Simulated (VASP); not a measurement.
# MoP (P-6m2) in VASP: further runs

Runs on MoP. Level: PBE. Tasks: relaxation of cell and atoms.

Program: VASP 6.6.1. These are calculated values, not measurements. Logs are shortened: lines on timing, memory, paths and dates and some standing lists are left out, and cuts for length are marked.

### Step 1. The structure

Symmetry: P-6m2, No. 187, hexagonal system. Conventional cell: a = 3.242 Å, b = 3.242 Å, c = 3.194 Å, α = 90.00°, β = 90.00°, γ = 120.00°. Around Mo (site symmetry -6m2) lie 6 P at 2.46 Å. P (site symmetry -6m2) is surrounded by 6 Mo at 2.46 Å.

### Step 2. Relaxation of cell and atoms, PBE

Contents of INCAR:

```
PREC = Accurate
ENCUT = 600
EDIFF = 1E-7
ISMEAR = 1
SIGMA = 0.1
LREAL = False
LASPH = True
NELM = 80
ALGO = Normal
ISIF = 3
LWAVE = False
LCHARG = False
GGA = PE
IBRION = 2
NSW = 90
EDIFFG = -0.005
KPAR = 2
```

Contents of KPOINTS:

```
Automatic mesh
0
Gamma
  15 15 11
```

Contents of POSCAR:

```
MoP                                     
1.0
    3.2421003646      0.0000000000      0.0000000000
   -1.6210501823      2.8077412773     -0.0000000000
    0.0000000000     -0.0000000000      3.1936992190
  Mo              P             
     1     1
Direct
     1.0000000000000000    0.0000000000000000    0.0000000000000000
     0.3333333332999970    0.6666666667000030    0.5000000000000000
```

Potentials or basis: VASP PAW PBE potentials, release 64 (Mo_sv, P).

The run is started by

```sh
$ cat potpaw_PBE.64/Mo_sv/POTCAR potpaw_PBE.64/P/POTCAR > POTCAR
$ mpirun -np 2 vasp_std > vasp.out
```

OUTCAR:

```text
PREC = Accurate
   ENCUT = 600
   EDIFF = 1E-7
   ISMEAR = 1
   LREAL = False
   LASPH = True
   NELM = 80
   ISIF = 3
   GGA = PE
   IBRION = 2
   NSW = 90
   EDIFFG = -0.005

 ion  position               nearest neighbor table
   1  0.000  0.000  0.000-   2 2.46   2 2.46   2 2.46   2 2.46   2 2.46   2 2.46
   2  0.333  0.667  0.500-   1 2.46   1 2.46   1 2.46   1 2.46   1 2.46   1 2.46

  LATTYP: Found a hexagonal cell.
 ALAT       =     3.2421003646
 C/A-ratio  =     0.9850710527

  Lattice vectors:

 A1 = (   3.2421003646,   0.0000000000,   0.0000000000)
 A2 = (  -1.6210501823,   2.8077412773,   0.0000000000)
 A3 = (   0.0000000000,   0.0000000000,   3.1936992190)

Analysis of symmetry for initial positions (statically):
=====================================================================
 Subroutine PRICEL returns:
 Original cell was already a primitive cell.

 Routine SETGRP: Setting up the symmetry group for a
 hexagonal supercell.

 Subroutine GETGRP returns: Found 12 space group operations
 (whereof 12 operations were pure point group operations)
 out of a pool of 24 trial point group operations.

The static configuration has the point symmetry D_3h.

Analysis of symmetry for dynamics (positions and initial velocities):
=====================================================================
 Subroutine PRICEL returns:
 Original cell was already a primitive cell.

 Routine SETGRP: Setting up the symmetry group for a
 hexagonal supercell.

 Subroutine GETGRP returns: Found 12 space group operations
 (whereof 12 operations were pure point group operations)
 out of a pool of 24 trial point group operations.

The dynamic configuration has the point symmetry D_3h.

 Subroutine INISYM returns: Found 12 space group operations
 (whereof 12 operations are pure point group operations),
 and found     1 'primitive' translations

----------------------------------------------------------------------------------------

                                     Primitive cell

  volume of cell :      29.0722

  direct lattice vectors                    reciprocal lattice vectors
     3.242100365  0.000000000  0.000000000     0.308442024  0.178079086  0.000000000
    -1.621050182  2.807741277  0.000000000     0.000000000  0.356158172  0.000000000
     0.000000000  0.000000000  3.193699219     0.000000000  0.000000000  0.313116525

  length of vectors
     3.242100365  3.242100365  3.193699219     0.356158172  0.356158172  0.313116525

  position of ions in fractional coordinates (direct lattice)
     0.000000000  0.000000000  0.000000000
     0.333333333  0.666666667  0.500000000

  ion indices of the primitive-cell ions
   primitive index   ion index
                 1           1
                 2           2

----------------------------------------------------------------------------------------

 KPOINTS: Automatic mesh

Automatic generation of k-mesh.
 Grid dimensions read from file:
 generate k-points for:   15   15   11

 Generating k-lattice:

  Cartesian coordinates                     Fractional coordinates (reciprocal lattice)
     0.020562802  0.011871939  0.000000000     0.066666667  0.000000000  0.000000000
     0.000000000  0.023743878  0.000000000     0.000000000  0.066666667  0.000000000
     0.000000000  0.000000000  0.028465139     0.000000000  0.000000000  0.090909091

  Length of vectors
     0.023743878  0.023743878  0.028465139

  Shift w.r.t. Gamma in fractional coordinates (k-lattice)
     0.000000000  0.000000000  0.000000000

 Subroutine IBZKPT returns following result:
 ===========================================

 Found    162 irreducible k-points:

 Following reciprocal coordinates:
            Coordinates               Weight
  0.000000  0.000000  0.000000      1.000000
  0.066667 -0.000000  0.000000      6.000000
  0.133333  0.000000  0.000000      6.000000
  0.200000  0.000000  0.000000      6.000000
  0.266667  0.000000  0.000000      6.000000
  0.333333  0.000000  0.000000      6.000000
[... 16 lines left out ...]
  0.333333  0.200000  0.000000     12.000000
  0.400000  0.200000  0.000000      6.000000
 [... further k-points ...]
   k-points           NKPTS =    162   k-points in BZ     NKDIM =    162   number of bands    NBANDS=     13
   number of dos      NEDOS =    301   number of ions     NIONS =      2
   total plane-waves  NPLWV =  21952
   dimension x,y,z NGX =    28 NGY =   28 NGZ =   28
   dimension x,y,z NGXF=    56 NGYF=   56 NGZF=   56
   ions per type =               1   1
   NGX,Y,Z   is equivalent  to a cutoff of  14.36, 14.36, 14.58 a.u.
   NGXF,Y,Z  is equivalent  to a cutoff of  28.72, 28.72, 29.15 a.u.
 SYSTEM =  unknown system
   PREC   = accura    normal or accurate (medium, high low for compatibility)
   ISTART =      0    job   : 0-new  1-cont  2-samecut
   ICHARG =      2    charge: 1-file 2-atom 10-const
   ISPIN  =      1    spin polarized calculation?
   LNONCOLLINEAR =      F non collinear calculations
   LSORBIT =      F    spin-orbit coupling
   LASPH  =      T    aspherical Exc in radial PAW
   ENCUT  =  600.0 eV  44.10 Ry    6.64 a.u.   6.48  6.48  6.38*2*pi/ulx,y,z
   NELM   =     80;   NELMIN=  2; NELMDL= -5     # of ELM steps
   EDIFF  = 0.1E-06   stopping-criterion for ELM
   LREAL  =      F    real-space projection
   EDIFFG = -.5E-02   stopping-criterion for IOM
   NSW    =     90    number of steps for IOM
   IBRION =      2    ionic relax: 0-MD 1-quasi-New 2-CG
   NFREE  =      1    steps in history (QN), initial steepest desc. (CG)
   ISIF   =      3    stress and relaxation
   ISYM   =      2    0-nonsym 1-usesym 2-fastsym
   POTIM  = 0.5000    time-step for ionic-motion
   TEBEG  =    0.0;   TEEND  =   0.0 temperature during run
   PSTRESS=    0.0 pullay stress
   NELECT =      19.0000    total number of electrons
   NUPDOWN=      -1.0000    fix difference up-down
   EMIN   =  10.00;   EMAX   =-10.00  energy-range for DOS
   EFERMI =   0.00;   METHOD = LEGACY
   ISMEAR =     1;   SIGMA  =   0.10  broadening in eV -4-tet -1-fermi 0-gaus
   EFERMI_NEDOS =   21; number of points for ismear=-14 and -15
   IALGO  =     38    algorithm
   IMIX   =      4    mixing-type and parameters
     AMIX     =   0.40;   BMIX     =  1.00
     AMIX_MAG =   1.60;   BMIX_MAG =  1.00
  volume/ion in A,a.u.               =      14.54        98.09
  Fermi-wavevector in a.u.,A,eV,Ry     =   1.420693  2.684720 27.461564  2.018368
  Thomas-Fermi vector in A             =   2.541581
   LORBIT       =      0    0 simple, 1 ext, 2 COOP (PROOUT), +10 PAW based schemes
   GGA     = PE    functional components
   LHFCALC =     F    Hartree Fock is set to
   AEXX    =    0.0000 exact exchange contribution
   IVDW    =     0    specifies the selected vdW correction
   LEPSILON=     F    determine dielectric tensor
   LRPA    =     F    only Hartree local field effects (RPA)
 conjugate gradient relaxation of ions
 non-spin polarized calculation
 Methfessel and Paxton  Order N= 1 SIGMA  =   0.10
  energy-cutoff  :      600.00
  volume of cell :       29.07
 maximum number of plane-waves:       991
 NGX is ok and might be reduce to    28
   NGX = 13   NGY = 13   NGZ = 13

 number of electron      18.9999999 magnetization

 Free energy of the ion-electron system (eV)
  ---------------------------------------------------
  ext. energy  EPLUGINS =         0.00000000
  ---------------------------------------------------
  free energy    TOTEN  =       -17.66705218 eV

  energy without entropy =      -17.66658416  energy(sigma->0) =      -17.66689618

 E-fermi :  11.7459     XC(G=0): -12.5308

 val. band max:       11.7448205211   @ k =   0.4000   0.0000   0.0909
 cond. band min:      11.7508014035   @ k =   0.4000   0.2000   0.0909
 fundamental gap:      0.0059808824
 Fermi energy:        11.7459282276

 k-point     1 :       0.0000    0.0000    0.0000
  band No.  band energies     occupation
      1     -49.4745      2.00000
      2     -23.6184      2.00000
      3     -23.4255      2.00000
      4     -23.4255      2.00000
      5      -2.1133      2.00000
      6       7.6284      2.00000
      7       8.4365      2.00000
      8       8.4365      2.00000
      9      11.0615      2.00000
     10      12.0024     -0.00173
     11      12.0024     -0.00173
     12      15.7964      0.00000
     13      15.7964      0.00000

 k-point     2 :       0.0667   -0.0000    0.0000
  band No.  band energies     occupation
      1     -49.4732      2.00000
      2     -23.6165      2.00000
      3     -23.4397      2.00000
      4     -23.4288      2.00000
      5      -2.0330      2.00000
      6       7.5849      2.00000
      7       8.3623      2.00000
      8       8.5055      2.00000
      9      10.5691      2.00000
     10      11.9700     -0.00682
     11      12.5582     -0.00000
     12      15.4370      0.00000
     13      15.6334      0.00000

 k-point     3 :       0.1333    0.0000    0.0000
  band No.  band energies     occupation
      1     -49.4696      2.00000
      2     -23.6113      2.00000
      3     -23.4798      2.00000
      4     -23.4380      2.00000
      5      -1.7978      2.00000
      6       7.3217      2.00000
      7       8.3168      2.00000
      8       8.7060      2.00000
      9       9.8676      2.00000
     10      11.8800     -0.06738
     11      13.4375     -0.00000
     12      14.6629      0.00000
     13      15.2366      0.00000
[... 305 lines left out ...]
 k-point    23 :       0.3333    0.2000    0.0000
  band No.  band energies     occupation
      1     -49.4431      2.00000
      2     -23.7029      2.00000
      3     -23.5735      2.00000
      4     -23.5615      2.00000
      5       0.5571      2.00000
      6       5.0194      2.00000
      7       7.3365      2.00000
      8       8.0347      2.00000
      9      10.6500      2.00000
     10      10.7657      2.00000
     11      12.4920     -0.00000
     12      13.5590     -0.00000
     13      17.5521      0.00000

 k-point    24 :       0.4000    0.2000    0.0000
  band No.  band energies     occupation
      1     -49.4420      2.00000
      2     -23.7093      2.00000
      3     -23.5719      2.00000
      4     -23.5688      2.00000
      5       0.7042      2.00000
      6       4.9197      2.00000
      7       7.2015      2.00000
      8       7.9975      2.00000
      9      10.5882      2.00000
     10      10.9309      2.00000
     11      12.5810     -0.00000
     12      13.3304     -0.00000
     13      17.7127      0.00000

 [... further k-points ...]
[... 5 lines left out ...]
  --------------------------------------------------------------------------------------
  -------------------------------------------------------------------------------------
  Total       -0.0030864     -0.0030864      0.0062364      0.0000000      0.0000000      0.0000000
  in kB       -0.1700951     -0.1700951      0.3436910      0.0000000      0.0000000      0.0000000
  external PRESSURE =       0.0011669 kB  Pullay stress =       0.0000000 kB

 VOLUME and BASIS-vectors are now :
 -----------------------------------------------------------------------------
  energy-cutoff  :      600.00
  volume of cell :       29.07
      direct lattice vectors                 reciprocal lattice vectors
     3.242100365  0.000000000  0.000000000     0.308442024  0.178079086  0.000000000
    -1.621050182  2.807741277  0.000000000     0.000000000  0.356158172  0.000000000
     0.000000000  0.000000000  3.193699219     0.000000000  0.000000000  0.313116525

 POSITION                                       TOTAL-FORCE (eV/Angst)
 -----------------------------------------------------------------------------------
      0.00000      0.00000      0.00000         0.000000     -0.000000      0.000000
     -0.00000      1.87183      1.59685        -0.000000      0.000000      0.000000
 -----------------------------------------------------------------------------------
    total drift:                                0.000000     -0.000000      0.000000

  FREE ENERGIE OF THE ION-ELECTRON SYSTEM (eV)
  ---------------------------------------------------
  free  energy   TOTEN  =       -17.6670521838 eV

  energy  without entropy=      -17.6665841611  energy(sigma->0) =      -17.66689618

 reached required accuracy - stopping structural energy minimisation
```

Run time: 20 s. Hardware: 2 MPI ranks of Intel Xeon Platinum 8559C (Emerald Rapids), shared host; peak memory 0.2 GiB.

What came out:

```
Free energy             : -17.6671 eV
Pressure after relaxing : 0.0 GPa
Band gap on the k mesh  : none (metal or under the smearing width)
```

Final structure:
```
CELL_PARAMETERS angstrom
3.24210 0.00000 0.00000
-1.62105 2.80774 0.00000
0.00000 0.00000 3.19370
ATOMIC_POSITIONS crystal
Mo 0.00000 0.00000 0.00000
P 0.33333 0.66667 0.50000
```

Levels at points of the mesh, in eV from the Fermi level:
```csv
k point,band 8,band 9,band 10,band 11,band 12,band 13
"(0.00, 0.00, 0.00)",-3.31,-0.68,0.26,0.26,4.05,4.05
```

Caveat: the relaxation stopped at its first step, so nothing moved.

### Step 3. Relaxation of cell and atoms, PBE

This run uses another cell than the first one, of 14.35 Å³/atom, 0.987 times its volume.

Contents of INCAR:

```
SYSTEM = MoP
  PREC = Accurate
  ENCUT = 300
  EDIFF = 1E-6
  ISMEAR = 1
  SIGMA = 0.1
  LREAL = .False.
  LASPH = .True.
  NELM = 80
  ALGO = Normal
  ISIF = 3
  LWAVE = .False.
  LCHARG = .False.
  GGA = PE
  IBRION = 2
  NSW = 90
  EDIFFG = -0.01
```

Contents of KPOINTS:

```
regular mesh
0
Gamma
  8 8 6
  0 0 0
```

Contents of POSCAR:

```
MoP
1.0
    3.2230000000      0.0000000000      0.0000000000
   -1.6115000000      2.7911998764      0.0000000000
    0.0000000000      0.0000000000      3.1910000000
Mo P
1 1
Direct
    0.0000000000      0.0000000000      0.0000000000
    0.3333333333      0.6666666667      0.5000000000
```

Potentials or basis: VASP PAW PBE potentials, release 64 (Mo, P).

The run is started by

```sh
$ cat potpaw_PBE.64/Mo/POTCAR potpaw_PBE.64/P/POTCAR > POTCAR
$ mpirun -np 1 vasp_std > vasp.out
```

OUTCAR:

```text
SYSTEM = MoP
   PREC = Accurate
   ENCUT = 300
   EDIFF = 1E-6
   ISMEAR = 1
   LREAL = .False.
   LASPH = .True.
   NELM = 80
   ISIF = 3
   GGA = PE
   IBRION = 2
   NSW = 90
   EDIFFG = -0.01

 ion  position               nearest neighbor table
   1  0.000  0.000  0.000-   2 2.45   2 2.45   2 2.45   2 2.45   2 2.45   2 2.45
   2  0.333  0.667  0.500-   1 2.45   1 2.45   1 2.45   1 2.45   1 2.45   1 2.45

  LATTYP: Found a hexagonal cell.
 ALAT       =     3.2230000000
 C/A-ratio  =     0.9900713621

  Lattice vectors:

 A1 = (   3.2230000000,   0.0000000000,   0.0000000000)
 A2 = (  -1.6115000000,   2.7911998764,   0.0000000000)
 A3 = (   0.0000000000,   0.0000000000,   3.1910000000)

[... 255 lines left out ...]
  free energy    TOTEN  =       -17.67275370 eV

  energy without entropy =      -17.67166684  energy(sigma->0) =      -17.67239141

 E-fermi :   8.8230     XC(G=0): -12.3916

 val. band max:        8.8098216679   @ k =   0.1250   0.0000   0.0000
 cond. band min:       8.8571358553   @ k =   0.3750   0.0000   0.1667
 fundamental gap:      0.0473141874
 Fermi energy:         8.8229522873

 k-point     1 :       0.0000    0.0000    0.0000
  band No.  band energies     occupation
      1      -5.1938      2.00000
      2       4.5510      2.00000
      3       5.4098      2.00000
      4       5.4098      2.00000
      5       7.9941      2.00000
      6       8.9208     -0.04541
      7       8.9208     -0.04541
      8      12.8401      0.00000
      9      12.8401      0.00000
[... 265 lines left out ...]
 k-point    24 :       0.3750    0.0000    0.3333
  band No.  band energies     occupation
      1      -2.6485      2.00000
      2       2.3292      2.00000
      3       3.9201      2.00000
      4       4.8961      2.00000
      5       6.7919      2.00000
      6       9.2535     -0.00000
      7       9.9000     -0.00000
      8      12.4641      0.00000
      9      13.5897      0.00000

 [... further k-points ...]
[... 5 lines left out ...]
  --------------------------------------------------------------------------------------
  -------------------------------------------------------------------------------------
  Total       -0.0088893     -0.0088893      0.0124277      0.0000000      0.0000000      0.0000000
  in kB       -0.4920480     -0.4920480      0.6879125      0.0000000      0.0000000      0.0000000
  external PRESSURE =      -0.0987278 kB  Pullay stress =       0.0000000 kB
[... 17 lines left out ...]
  FREE ENERGIE OF THE ION-ELECTRON SYSTEM (eV)
  ---------------------------------------------------
  free  energy   TOTEN  =       -17.6727537005 eV

  energy  without entropy=      -17.6716668376  energy(sigma->0) =      -17.67239141

 reached required accuracy - stopping structural energy minimisation
```

Run time: 9.7 s. Hardware: 1 thread of AMD EPYC 7R13 (Zen 3), shared host; peak memory 0.09 GiB.

Results:

```yaml
Free_energy: -17.6728 eV
Relaxed_volume: 14.47 Å³/atom
Relaxed_cell: a = 3.230 Å, b = 3.230 Å, c = 3.203 Å, α = 90.00°, β = 90.00°, γ = 120.00°
Space_group_after_relaxing_to_0.05_Å: P-6m2 (No. 187)
Energy_gained_by_relaxing: 0.8 meV/atom
Ionic_steps: 3
Pressure_after_relaxing: 0.0 GPa
Band_gap_on_the_k_mesh: none (metal or under the smearing width)
```

Stress tensor (GPa, compression positive):
```
-0.05  0.00  0.00
 0.00 -0.05  0.00
 0.00  0.00  0.07
```

Step by step:
```tsv
step	energy change (eV)	largest force (eV/Å)	pressure (GPa)	volume (Å³)
1	0.0000	0.0000	2.02	28.71
2	0.0057	0.0000	-4.14	29.47
3	-0.0016	0.0000	-0.01	28.94
```

Final structure:
```
CELL_PARAMETERS angstrom
3.23034 0.00000 0.00000
-1.61517 2.79756 0.00000
0.00000 0.00000 3.20288
ATOMIC_POSITIONS crystal
Mo 0.00000 0.00000 0.00000
P 0.33333 0.66667 0.50000
```

Caveat: the cutoff is under 1.25 times the usual one of these potentials, so pressure, stress and relaxed cells hold a basis-set (Pulay) error. Zero-point motion and thermal expansion aren't in these numbers.
